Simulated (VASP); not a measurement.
# AlRu (P4mm) in VASP: electric field gradients with PBE

Aim: the electric field gradients of AlRu with PBE.

Everything below comes from runs of VASP 6.6.1. Logs are shortened: lines on timing, memory, paths and dates and some standing lists are left out, and cuts for length are marked.

## Step 1: The cell of the first run

It takes space group P4mm (No. 99, tetragonal). Conventional cell: a = 2.992 Å, b = 2.992 Å, c = 2.992 Å, α = 90.00°, β = 90.00°, γ = 90.00°. Al (site symmetry 4mm) is surrounded by 8 Ru at 2.56 to 2.62 Å. Ru (site symmetry 4mm) has 8 Al at 2.56 to 2.62 Å as nearest neighbours.

## Step 2: Electric field gradients, PBE (atom 1 (Al) moved by [0.0, 0.0, 0.05] A, PAW files)

Contents of INCAR:

```
ALGO = Normal ; EDIFF = 1E-8
ENCUT = 520 ; GGA = PE
ISIF = 2 ; ISMEAR = -1
LASPH = True ; LCHARG = False
LEFG = True ; LREAL = False
LWAVE = False ; NBANDS = 16
NELM = 100 ; PREC = Accurate
SIGMA = 0.08
```

Contents of KPOINTS:

```
k-points
0
Gamma
  14 14 14
```

Contents of POSCAR:

```
AlRu
1.0
    2.9916000000      0.0000000000      0.0000000000
    0.0000000000      2.9916000000      0.0000000000
    0.0000000000      0.0000000000      2.9916000000
Al Ru
1 1
Direct
    0.0000000000      0.0000000000      0.0167134644
    0.5000000000      0.5000000000      0.5000000000
```

Potentials or basis: VASP PAW PBE potentials, release 64 (Al, Ru_pv).

Launch:

```sh
$ cat potpaw_PBE.64/Al/POTCAR potpaw_PBE.64/Ru_pv/POTCAR > POTCAR
$ mpirun -np 1 vasp_std > vasp.out
```

OUTCAR:

```text
EDIFF = 1E-8
   ENCUT = 520
   GGA = PE
   ISIF = 2
   ISMEAR = -1
   LASPH = True
   LREAL = False
   NELM = 100
   PREC = Accurate

 ion  position               nearest neighbor table
   1  0.000  0.000  0.017-   2 2.56   2 2.56   2 2.56   2 2.56   2 2.62   2 2.62   2 2.62   2 2.62

   2  0.500  0.500  0.500-   1 2.56   1 2.56   1 2.56   1 2.56   1 2.62   1 2.62   1 2.62   1 2.62

  LATTYP: Found a simple cubic cell.
 ALAT       =     2.9916000000

  Lattice vectors:

 A1 = (   2.9916000000,   0.0000000000,   0.0000000000)
 A2 = (   0.0000000000,   2.9916000000,   0.0000000000)
 A3 = (   0.0000000000,   0.0000000000,   2.9916000000)

Analysis of symmetry for initial positions (statically):
=====================================================================
 Subroutine PRICEL returns:
 Original cell was already a primitive cell.

 Routine SETGRP: Setting up the symmetry group for a
 simple cubic supercell.

 Subroutine GETGRP returns: Found  8 space group operations
 (whereof  8 operations were pure point group operations)
 out of a pool of 48 trial point group operations.

The static configuration has the point symmetry C_4v.

Analysis of symmetry for dynamics (positions and initial velocities):
=====================================================================
 Subroutine PRICEL returns:
 Original cell was already a primitive cell.

 Routine SETGRP: Setting up the symmetry group for a
 simple cubic supercell.

 Subroutine GETGRP returns: Found  8 space group operations
 (whereof  8 operations were pure point group operations)
 out of a pool of 48 trial point group operations.

The dynamic configuration has the point symmetry C_4v.

 Subroutine INISYM returns: Found  8 space group operations
 (whereof  8 operations are pure point group operations),
 and found     1 'primitive' translations

----------------------------------------------------------------------------------------

                                     Primitive cell

  volume of cell :      26.7738

  direct lattice vectors                    reciprocal lattice vectors
     2.991600000  0.000000000  0.000000000     0.334269287  0.000000000  0.000000000
     0.000000000  2.991600000  0.000000000     0.000000000  0.334269287  0.000000000
     0.000000000  0.000000000  2.991600000     0.000000000  0.000000000  0.334269287

  length of vectors
     2.991600000  2.991600000  2.991600000     0.334269287  0.334269287  0.334269287

  position of ions in fractional coordinates (direct lattice)
     0.000000000  0.000000000  0.016713464
     0.500000000  0.500000000  0.500000000

  ion indices of the primitive-cell ions
   primitive index   ion index
                 1           1
                 2           2

----------------------------------------------------------------------------------------

 KPOINTS: k-points

Automatic generation of k-mesh.
 Grid dimensions read from file:
 generate k-points for:   14   14   14

 Generating k-lattice:

  Cartesian coordinates                     Fractional coordinates (reciprocal lattice)
     0.023876378  0.000000000  0.000000000     0.071428571  0.000000000  0.000000000
     0.000000000  0.023876378  0.000000000     0.000000000  0.071428571  0.000000000
     0.000000000  0.000000000  0.023876378     0.000000000  0.000000000  0.071428571

  Length of vectors
     0.023876378  0.023876378  0.023876378

  Shift w.r.t. Gamma in fractional coordinates (k-lattice)
     0.000000000  0.000000000  0.000000000

 Subroutine IBZKPT returns following result:
 ===========================================

 Found    288 irreducible k-points:

 Following reciprocal coordinates:
            Coordinates               Weight
  0.000000  0.000000  0.000000      1.000000
  0.071429  0.000000  0.000000      4.000000
  0.000000  0.000000  0.071429      2.000000
  0.142857  0.000000  0.000000      4.000000
  0.000000  0.000000  0.142857      2.000000
  0.214286  0.000000  0.000000      4.000000
[... 16 lines left out ...]
  0.071429  0.000000  0.214286      8.000000
  0.285714  0.071429  0.000000      8.000000
 [... further k-points ...]
   k-points           NKPTS =    288   k-points in BZ     NKDIM =    288   number of bands    NBANDS=     16
   number of dos      NEDOS =    301   number of ions     NIONS =      2
   total plane-waves  NPLWV =  13824
   dimension x,y,z NGX =    24 NGY =   24 NGZ =   24
   dimension x,y,z NGXF=    48 NGYF=   48 NGZF=   48
   ions per type =               1   1
   NGX,Y,Z   is equivalent  to a cutoff of  13.34, 13.34, 13.34 a.u.
   NGXF,Y,Z  is equivalent  to a cutoff of  26.67, 26.67, 26.67 a.u.
 SYSTEM =  unknown system
   PREC   = accura    normal or accurate (medium, high low for compatibility)
   ISTART =      0    job   : 0-new  1-cont  2-samecut
   ICHARG =      2    charge: 1-file 2-atom 10-const
   ISPIN  =      1    spin polarized calculation?
   LNONCOLLINEAR =      F non collinear calculations
   LSORBIT =      F    spin-orbit coupling
   LASPH  =      T    aspherical Exc in radial PAW
   ENCUT  =  520.0 eV  38.22 Ry    6.18 a.u.   5.56  5.56  5.56*2*pi/ulx,y,z
   NELM   =    100;   NELMIN=  2; NELMDL= -5     # of ELM steps
   EDIFF  = 0.1E-07   stopping-criterion for ELM
   LREAL  =      F    real-space projection
   EDIFFG = 0.1E-06   stopping-criterion for IOM
   NSW    =      0    number of steps for IOM
   IBRION =     -1    ionic relax: 0-MD 1-quasi-New 2-CG
   NFREE  =      0    steps in history (QN), initial steepest desc. (CG)
   ISIF   =      2    stress and relaxation
   ISYM   =      2    0-nonsym 1-usesym 2-fastsym
   POTIM  = 0.5000    time-step for ionic-motion
   TEBEG  =    0.0;   TEEND  =   0.0 temperature during run
   PSTRESS=    0.0 pullay stress
   NELECT =      17.0000    total number of electrons
   NUPDOWN=      -1.0000    fix difference up-down
   EMIN   =  10.00;   EMAX   =-10.00  energy-range for DOS
   EFERMI =   0.00;   METHOD = LEGACY
   ISMEAR =    -1;   SIGMA  =   0.08  broadening in eV -4-tet -1-fermi 0-gaus
   EFERMI_NEDOS =   21; number of points for ismear=-14 and -15
   IALGO  =     38    algorithm
   IMIX   =      4    mixing-type and parameters
     AMIX     =   0.40;   BMIX     =  1.00
     AMIX_MAG =   1.60;   BMIX_MAG =  1.00
  volume/ion in A,a.u.               =      13.39        90.34
  Fermi-wavevector in a.u.,A,eV,Ry     =   1.407087  2.659009 26.938090  1.979894
  Thomas-Fermi vector in A             =   2.529382
   LORBIT       =      0    0 simple, 1 ext, 2 COOP (PROOUT), +10 PAW based schemes
   GGA     = PE    functional components
   LHFCALC =     F    Hartree Fock is set to
   AEXX    =    0.0000 exact exchange contribution
   IVDW    =     0    specifies the selected vdW correction
   LEPSILON=     F    determine dielectric tensor
   LRPA    =     F    only Hartree local field effects (RPA)
 non-spin polarized calculation
  energy-cutoff  :      520.00
  volume of cell :       26.77
 maximum number of plane-waves:       739
 NGX is ok and might be reduce to    24
   NGX = 11   NGY = 11   NGZ = 11

 number of electron      16.9999995 magnetization

 Free energy of the ion-electron system (eV)
  ---------------------------------------------------
  ext. energy  EPLUGINS =         0.00000000
  ---------------------------------------------------
  free energy    TOTEN  =       -14.26000548 eV

  energy without entropy =      -14.22372679  energy(sigma->0) =      -14.24186614

 E-fermi :  10.7223     XC(G=0): -12.5653

 val. band max:       10.7155039768   @ k =   0.1429   0.0714   0.0714
 cond. band min:      10.7237906549   @ k =   0.1429   0.0000   0.3571
 fundamental gap:      0.0082866781
 Fermi energy:        10.7223203106

 k-point     1 :       0.0000    0.0000    0.0000
  band No.  band energies     occupation
      1     -31.0478      2.00000
      2     -31.0478      2.00000
      3     -31.0475      2.00000
      4       1.0427      2.00000
      5       7.1493      2.00000
      6       7.1511      2.00000
[... 8 lines left out ...]
     15      22.8452      0.00000
     16      25.8071      0.00000
[... 419 lines left out ...]
 k-point    24 :       0.2857    0.0714    0.0000
  band No.  band energies     occupation
      1     -31.1751      2.00000
      2     -31.0471      2.00000
      3     -31.0356      2.00000
      4       2.6113      2.00000
      5       7.1633      2.00000
      6       7.6478      2.00000
[... 8 lines left out ...]
     15      24.0736      0.00000
     16      26.0557      0.00000

 [... further k-points ...]

------------------------ aborting loop because EDIFF is reached ----------------------------------------

  FORCE on cell =-STRESS in cart. coord.  units (eV):
  Direction    XX          YY          ZZ          XY          YZ          ZX
  --------------------------------------------------------------------------------------
  -------------------------------------------------------------------------------------
  Total        0.4908915      0.4908915      0.4567654      0.0000000      0.0000000      0.0000000
  in kB       29.3755153     29.3755153     27.3333708      0.0000000      0.0000000      0.0000000
  external PRESSURE =      28.6948004 kB  Pullay stress =       0.0000000 kB

 VOLUME and BASIS-vectors are now :
 -----------------------------------------------------------------------------
  energy-cutoff  :      520.00
  volume of cell :       26.77
      direct lattice vectors                 reciprocal lattice vectors
     2.991600000  0.000000000  0.000000000     0.334269287  0.000000000  0.000000000
     0.000000000  2.991600000  0.000000000     0.000000000  0.334269287  0.000000000
     0.000000000  0.000000000  2.991600000     0.000000000  0.000000000  0.334269287

 POSITION                                       TOTAL-FORCE (eV/Angst)
 -----------------------------------------------------------------------------------
      0.00000      0.00000      0.05000         0.000000      0.000000     -0.391103
      1.49580      1.49580      1.49580        -0.000000     -0.000000      0.391103
 -----------------------------------------------------------------------------------
    total drift:                                0.000000     -0.000000     -0.000007

  FREE ENERGIE OF THE ION-ELECTRON SYSTEM (eV)
  ---------------------------------------------------
  free  energy   TOTEN  =       -14.2600054803 eV

  energy  without entropy=      -14.2237267907  energy(sigma->0) =      -14.24186614

 Electric field gradients (V/A^2)
---------------------------------------------------------------------
 ion       V_xx      V_yy      V_zz      V_xy      V_xz      V_yz
---------------------------------------------------------------------
   1      -0.152    -0.152     0.304     0.000    -0.000    -0.000
   2      -0.239    -0.239     0.478     0.000     0.000    -0.000
---------------------------------------------------------------------

 Electric field gradients after diagonalization (V/A^2)
 (convention: |V_zz| > |V_xx| > |V_yy|)
----------------------------------------------------------------------
 ion       V_xx      V_yy      V_zz     asymmetry (V_yy - V_xx)/ V_zz
----------------------------------------------------------------------
   1      -0.152    -0.152     0.304       0.000
   2      -0.239    -0.239     0.478       0.000
----------------------------------------------------------------------

           NMR quadrupolar parameters

 Cq : quadrupolar parameter    Cq=e*Q*V_zz/h
 eta: asymmetry parameters     (V_yy - V_xx)/ V_zz
 Q  : nuclear electric quadrupole moment in mb (millibarn)
----------------------------------------------------------------------
 ion       Cq(MHz)       eta       Q (mb)
----------------------------------------------------------------------
   1       0.001       0.000       1.000
   2       0.001       0.000       1.000
----------------------------------------------------------------------
```

It took 61 s on 1 thread of Intel Xeon Platinum 8488C (Sapphire Rapids), shared host; peak memory 0.23 GiB.

What came out:

| Property | Result |
| --- | --- |
| Free energy | -14.2600 eV |
| Pressure | 2.9 GPa |
| Largest force | 0.391 eV/Å |
| Band gap on the k mesh | none (metal or under the smearing width) |

Forces on the atoms (eV/Å):
```
Al   0.000  0.000 -0.391
Ru   0.000  0.000  0.391
```

Electric field gradients, principal values (V/Å²):
```
atom     Vxx     Vyy    Vzz
1 Al  -0.152  -0.152  0.304
2 Ru  -0.239  -0.239  0.478
```
